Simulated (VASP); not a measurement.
K, 1 atom in the cell. It takes space group Im-3m (No. 229, cubic). Conventional cell: a = 5.225 Å, b = 5.225 Å, c = 5.225 Å, α = 90.00°, β = 90.00°, γ = 90.00°. 

- Program: VASP 6.6.1
- Task: relaxation of cell and atoms
- Functional: PBEsol
- Potentials or basis: VASP PAW PBE potentials, release 64 (K_sv)
- Cutoff: 600 eV
- k mesh: 10 × 10 × 10
- Occupations: methfessel-paxton, width 0.1 eV
- Spin: no spin polarisation
- Further INCAR settings: ALGO = Normal; EDIFF = 1e-06; IBRION = 2; EDIFFG = -0.01; NSW = 90; ISIF = 3

Potentials or basis: VASP PAW PBE potentials, release 64 (K_sv).

Launch:

```bash
$ cat potpaw_PBE.64/K_sv/POTCAR > POTCAR
$ mpirun -np 2 vasp_std > vasp.out
```

Hardware: 2 MPI ranks on AMD EPYC 9R45 96-Core Processor (Zen 5) (shared host).

How long does it take, and how much memory?

Run time: 7.5 s on 2 MPI ranks on AMD EPYC 9R45 96-Core Processor (Zen 5) (shared host), peak memory 0.19 GiB a rank. Counts: scf iterations 10, k points 47, ion steps 1.
